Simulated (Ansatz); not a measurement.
Trial structure of Si2Mo, not yet relaxed:

```cif
data_structure
_symmetry_space_group_name_H-M 'P6/mmm'
_symmetry_Int_Tables_number 191
_cell_length_a 3.8037
_cell_length_b 3.8037
_cell_length_c 8.6213
_cell_angle_alpha 90.000
_cell_angle_beta 90.000
_cell_angle_gamma 120.000
_cell_volume 108.02
loop_
_atom_site_label
_atom_site_type_symbol
_atom_site_symmetry_multiplicity
_atom_site_Wyckoff_symbol
_atom_site_fract_x
_atom_site_fract_y
_atom_site_fract_z
_atom_site_occupancy
Si1 Si 3 f 0.50000 0.00000 0.00000 1
Si2 Si 1 a 0.00000 0.00000 0.00000 1
Mo1 Mo 2 d 0.33333 0.66667 0.50000 1
```

Computed with DFT PBE, scalar-relativistic, plane waves, PAW (Ansatz 0.2.0). Plane waves to 420 eV, a k mesh through Γ of 6×6×2 on the computed 6-atom cell and Gaussian smearing (0.10 eV); no spin polarisation.

The zero of energy is the elements' standard structures at the same level; no fitted shifts are applied.

Q: What does a single point on this coarse mesh give?

A: The pressure is 100.6 GPa (the mean over three directions, positive in compression), the largest force is 0.00 eV/Å (symmetry fixes the atoms), and the energy is +4.80 eV/atom against the elements. The shortest distance is 1.90 Å.

Q: Is it a good guess?

A: A poor one: relaxing gains about 4.5 eV/atom (the start's value is from the coarse mesh, so the gain is rough) in 31 ionic steps and ends at +0.29 eV/atom on the finer mesh. The symmetry stays P6/mmm (No. 191). The volume per atom shrinks by 9.7 %, from 18.0 to 16.2 Å³. The shortest distance goes from 1.90 Å (Si–Si) to 2.54 Å (Si–Mo). The ratio c/a of the conventional cell changes by a factor of 0.34. Conventional cell: a = 5.256 Å, c = 4.076 Å. Si on a site of symmetry mmm is surrounded by 4 Mo at 2.54 Å and 6 Si at 2.63 Å; Si on a site of symmetry 6/mmm is surrounded by 6 Si at 2.63 Å; around Mo lie 6 Si at 2.54 Å and 3 Mo at 3.03 Å.

The last run used a 12×12×10 mesh (in the run's order of axes) for its 6-atom cell and Gaussian smearing of 0.10 eV. The relaxation can't lower the symmetry of the start, and the grade says only how near the guess is to its own end. A structure relaxed within its symmetry needn't be a true minimum. Another cell of Si2Mo relaxed alike, in I4/mmm (a cell as deposited in COD), lies 0.79 eV/atom lower, so this cell isn't the stable form at this level.
